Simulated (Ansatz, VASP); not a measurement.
**NaH: VASP beside Ansatz**

INCAR

```
SYSTEM = NaH
ALGO     = Normal         ! electronic algorithm
EDIFF    = 1E-7           ! SCF threshold, eV
ENCUT    = 520            ! plane-wave cutoff, eV
GGA      = PE             ! functional
ISIF     = 2              ! what is computed and relaxed
ISMEAR   = -1             ! smearing method
LASPH    = .TRUE.         ! aspherical terms in the spheres
LCHARG   = .FALSE.        ! write CHGCAR
LREAL    = .FALSE.        ! projectors in reciprocal space
LWAVE    = .FALSE.        ! write WAVECAR
NBANDS   = 11             ! bands
NELM     = 100            ! most SCF steps
PREC     = Accurate       ! precision mode
SIGMA    = 0.02           ! smearing width, eV
```

The input KPOINTS:

```
k-points
0
G
  8 8 8
  0 0 0
```

POSCAR

```
NaH
1.0
    0.0199962922      2.5969210614      2.5969210614
    2.5969210614      0.0199962922      2.5969210614
    2.6169173536      2.6169173536      0.0000000000
Na H
1 1
Direct
    0.0014929924      0.0014929924     -0.0014929924
    0.2485070076      0.2485070076      0.2514929924
```

Input for Ansatz:

```yaml
crystal:
  lattice:
    - [0.0199962922, 2.5969210614, 2.5969210614]
    - [2.5969210614, 0.0199962922, 2.5969210614]
    - [2.6169173536, 2.6169173536, 0.0]
  atoms:
    - { symbol: Na, position: [0.0014929924, 0.0014929924, -0.0014929924] }
    - { symbol: H, position: [0.2485070076, 0.2485070076, 0.2514929924] }
kpoints:
  mp_grid: { grid: [8, 8, 8] }
  band_path:
    path:
      - [0.0, 0.0, 0.0]
      - [-0.5, -0.5, 0.0]
      - [-0.375, -0.375, 0.25]
      - [-0.375, 0.0, 0.375]
      - [0.0, 0.0, 0.5]
      - [-0.5, -0.25, 0.25]
      - [0.25, -0.25, -0.5]
    npoints: 1
hamiltonian:
  xc: pbe
scf:
  occupations: { method: fermi_dirac, width: 0.02 }
  n_extra_bands: 4
output:
  forces: true
  stress: true
  eigenvalues: true
```

Change from the starting cell: shear_xy strain +1.5%.

Alike in both runs: task single point; functional PBE; k mesh 8 × 8 × 8; occupations fermi-dirac, width 0.02 eV; no spin polarisation.

```csv
,VASP,Ansatz
version,VASP 6.6.1,Ansatz 0.2.0
potentials or method,"VASP PAW PBE potentials, release 64 (Na_pv, H)","plane waves, PAW"
plane-wave cutoff (eV),520,420
valence electrons in the cell,8,10
```

|  | VASP | Ansatz | Ansatz less VASP |
| --- | --- | --- | --- |
| gap on the k mesh at the Fermi level (eV) | 3.57 | 3.58 | +0.002 |
| pressure (GPa) | 0.2 | 0.2 | +0.02 |
| largest component of the traceless stress (GPa) | 0.21 | 0.21 | -0.001 |

With one functional, cell and mesh, what is left measures potentials, basis and numerics. The two sets of potentials don't hold the same shells in valence.

A k mesh can miss the band edges.
